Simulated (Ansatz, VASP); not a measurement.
TaN: VASP beside Ansatz

```
CELL_PARAMETERS angstrom
3.05000 0.00000 0.00000
-1.52500 2.64138 0.00000
0.00000 0.00000 4.94000
ATOMIC_POSITIONS crystal
Ta 0.33333 0.66667 0.00000
Ta 0.66667 0.33333 0.50000
N 0.33333 0.66667 0.38500
N 0.66667 0.33333 0.88500
```

Alike in both runs: task single point; functional PBE; k mesh 15 × 15 × 8; occupations gaussian, width 0.2 eV; no spin polarisation.

|  | VASP | Ansatz |
| --- | --- | --- |
| version | VASP 6.6.1 | Ansatz 0.2.0 |
| potentials or method | VASP PAW PBE potentials, release 64 (Ta_pv, N) | scalar-relativistic, plane waves, PAW |
| plane-wave cutoff (eV) | 520 | 420 |
| valence electrons in the cell | 32 | 36 |

Ansatz gave:

```
gap on the k mesh at the Fermi level (eV) : none
rms of the force components (eV/Å)        : 1.359
```

Problem. Estimate VASP's values.

Solution. gap on the k mesh at the Fermi level (eV): none; rms of the force components (eV/Å): 1.379.

Atom by atom the forces differ by 0.021 eV/Å (rms over components). A gap of «none» marks a metal or a gap that the smearing closes. The functional is the same, so the differences come from potentials, cutoffs and numerics. The two sets of potentials don't hold the same shells in valence.

Caveats: forces of over 1 eV/Å show positions far from the minimum, so gaps and moduli don't describe the material at rest. Spin-orbit coupling is left out, which matters for the levels of Ta.
